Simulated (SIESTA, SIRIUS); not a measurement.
Given: the input of a run of SIESTA 5.4.2 on Ti (Titanium). Atoms were shifted at random by some hundredths of an Å from the given cell, which wasn't relaxed again for these runs. 

File Ti.fdf:

```
SystemName                      Titanium
SystemLabel                     Ti
NumberOfSpecies                 1
NumberOfAtoms                   2
%block ChemicalSpeciesLabel
  1  22 Ti
%endblock ChemicalSpeciesLabel

LatticeConstant                 1.0 Ang
%block LatticeVectors
     2.9500000000     0.0000000000     0.0000000000
    -1.4750000000     2.5547749412     0.0000000000
     0.0000000000     0.0000000000     4.6800000000
%endblock LatticeVectors
AtomicCoordinatesFormat         Fractional
%block AtomicCoordinatesAndAtomicSpecies
     0.6861620000     0.3268800000     0.7484870000  1  Ti
     0.3379730000     0.6729080000     0.2487300000  1  Ti
%endblock AtomicCoordinatesAndAtomicSpecies

%block kgrid.MonkhorstPack
   10   0   0  0.0
    0  10   0  0.0
    0   0   6  0.0
%endblock kgrid.MonkhorstPack
XC.Functional                   GGA
XC.Authors                      PBEsol
PAO.BasisSize                   DZP
PAO.EnergyShift                 0.003 Ry
Mesh.Cutoff                     800 Ry
OccupationFunction              FD
ElectronicTemperature           0.05 eV
MaxSCFIterations                120
SCF.MustConverge                false
SCF.Mixer.Method                Pulay
SCF.Mixer.Weight                0.25
SCF.Mixer.History               8
SCF.DM.Tolerance                5.0e-05
SCF.H.Tolerance                 1.0e-03 eV
WriteForces                     true
Charge.Mulliken                 end
%block PAO.Basis
  Ti 5
  n=3 0 2
    3.151 0.000
  n=4 0 2
    8.703 0.000
  n=3 1 2
    3.568 0.000
  n=4 1 1
    8.703
  n=3 2 2
    6.267 0.000
%endblock PAO.Basis
```

Potentials or basis: PseudoDojo 0.4 standard (PBEsol files), converted to PSML, two zetas on semicore shells, DZP (energy shift 0.003 Ry; two zetas on semicore shells).

Launch:

```bash
$ siesta Ti.fdf > Ti.out 2>&1
```

Problem. Translate it to SIRIUS 7.12.0. Potentials or basis there: PseudoDojo 0.4.1 PBEsol standard (scalar relativistic), cutoff 1152 eV.

Solution. As run (cutoffs and basis follow the program's own potentials, and thresholds, step limits or extra output files can differ):

sirius.json

```json
{
  "control": {
    "processing_unit": "cpu",
    "verbosity": 2,
    "num_bands_to_print": 20,
    "print_forces": true,
    "print_stress": true
  },
  "parameters": {
    "electronic_structure_method": "pseudopotential",
    "xc_functionals": ["XC_GGA_X_PBE_SOL", "XC_GGA_C_PBE_SOL"],
    "gk_cutoff": 9.2,
    "pw_cutoff": 18.4,
    "ngridk": [10, 10, 6],
    "shiftk": [0, 0, 0],
    "smearing": "fermi_dirac",
    "smearing_width": 0.0018374661,
    "num_bands": 20,
    "num_mag_dims": 0,
    "num_dft_iter": 100,
    "energy_tol": 1e-08,
    "density_tol": 1e-06
  },
  "iterative_solver": {
    "type": "davidson",
    "min_tolerance": 1e-10
  },
  "mixer": {
    "type": "anderson",
    "beta": 0.7,
    "max_history": 8
  },
  "settings": {
    "tol_ne": 1e-10,
    "pseudo_grid_cutoff": 6.5
  },
  "unit_cell": {
    "lattice_vectors": [
      [5.574692067646, 0.0, 0.0],
      [-2.787346033823, 4.827824948925, 0.0],
      [0.0, 0.0, 8.843918263249]
    ],
    "atom_coordinate_units": "lattice",
    "atom_types": ["Ti"],
    "atom_files": {
      "Ti": "Ti.json"
    },
    "atoms": {
      "Ti": [
        [0.686162, 0.32688, 0.748487],
        [0.337973, 0.672908, 0.24873]
      ]
    }
  }
}
```

Potentials or basis: PseudoDojo 0.4.1 PBEsol standard (scalar relativistic).

Launch:

```console
$ upf_to_json Ti.upf
$ OMP_NUM_THREADS=1 sirius.scf --input=sirius.json --output=out.json --task=0
```

Both were run:

|  | SIESTA | SIRIUS |
| --- | --- | --- |
| Pressure | -5.5 GPa | -5.7 GPa |
| Largest force | 0.107 eV/Å | 0.102 eV/Å |

Pressure is positive in compression.
